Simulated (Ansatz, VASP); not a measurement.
Given: the input of a run of Ansatz 0.2.0 on I.

Contents of input.yaml:

```yaml
crystal:
  lattice:
    - [3.585906883, -2.3626508969, 0.0]
    - [3.585906883, 2.3626508969, 0.0]
    - [0.0, 0.0, 9.6610799909]
  atoms:
    - { symbol: I, position: [0.6493, 0.3507, 0.3844] }
    - { symbol: I, position: [0.1493, 0.8507, 0.1156] }
    - { symbol: I, position: [0.3507, 0.6493, 0.6156] }
    - { symbol: I, position: [0.8507, 0.1493, 0.8844] }
hamiltonian:
  xc: pbe
  pseudopotentials: { kind: paw }
kpoints:
  mp_grid: { grid: [7, 7, 3] }
scf:
  occupations: { method: fermi_dirac, width: 0.05 }
output:
  forces: true
  stress: true
  eigenvalues: true
```

Potentials or basis: Ansatz PAW.

Run with:

```bash
$ ansatz run input.yaml --threads 1 --pin off --max-ram 3584MiB --backend cpu --events-out ev --progress --plain --runs-dir out
```

Question: Translate it to VASP 6.6.1. Potentials there: VASP PAW PBE potentials, release 64 (I).

Answer: As run (the cutoff follows the program's own potentials):

The input INCAR:

```
SYSTEM = I
  PREC = Accurate
  ENCUT = 520
  EDIFF = 1E-7
  ISMEAR = -1
  SIGMA = 0.05
  LREAL = .False.
  LASPH = .True.
  NELM = 80
  ALGO = Normal
  ISIF = 2
  LWAVE = .False.
  LCHARG = .False.
  GGA = PE
  NBANDS = 22
```

KPOINTS

```
regular mesh
0
Gamma
  7 7 3
  0 0 0
```

Contents of POSCAR:

```
I
1.0
    3.5859068830     -2.3626508969      0.0000000000
    3.5859068830      2.3626508969      0.0000000000
    0.0000000000      0.0000000000      9.6610799909
I
4
Direct
    0.6493000000      0.3507000000      0.3844000000
    0.1493000000      0.8507000000      0.1156000000
    0.3507000000      0.6493000000      0.6156000000
    0.8507000000      0.1493000000      0.8844000000
```

Potentials or basis: VASP PAW PBE potentials, release 64 (I).

Run with:

```bash
$ cat potpaw_PBE.64/I/POTCAR > POTCAR
$ mpirun -np 1 vasp_std > vasp.out
```

Both were run:

|  | VASP | Ansatz | Ansatz less VASP |
| --- | --- | --- | --- |
| gap on the k mesh at the Fermi level (eV) | 1.43 | 1.42 | -0.008 |
| least direct gap on the mesh (eV) | 1.53 | 1.52 | -0.004 |
| pressure (GPa) | 3.0 | 3.0 | +0.02 |
| largest component of the traceless stress (GPa) | 1.98 | 2.00 | +0.023 |
| rms of the force components (eV/Å) | 0.712 | 0.720 | +0.0076 |

Atom by atom the forces differ by 0.008 eV/Å (rms over components). The two sets of potentials don't hold the same shells in valence.

Caveats: spin-orbit coupling is left out, which moves the levels of the heavy elements; forces of over 1 eV/Å show positions far from the minimum, so gaps and moduli don't describe the material at rest; an odd mesh through Γ misses points on the zone boundary, where band edges often lie (VASP); odd divisions of the mesh miss points on the zone boundary, where band edges often lie, so the gap on the mesh can be too wide (Ansatz). PBE gaps usually lie below the measured ones, often by a third to a half.
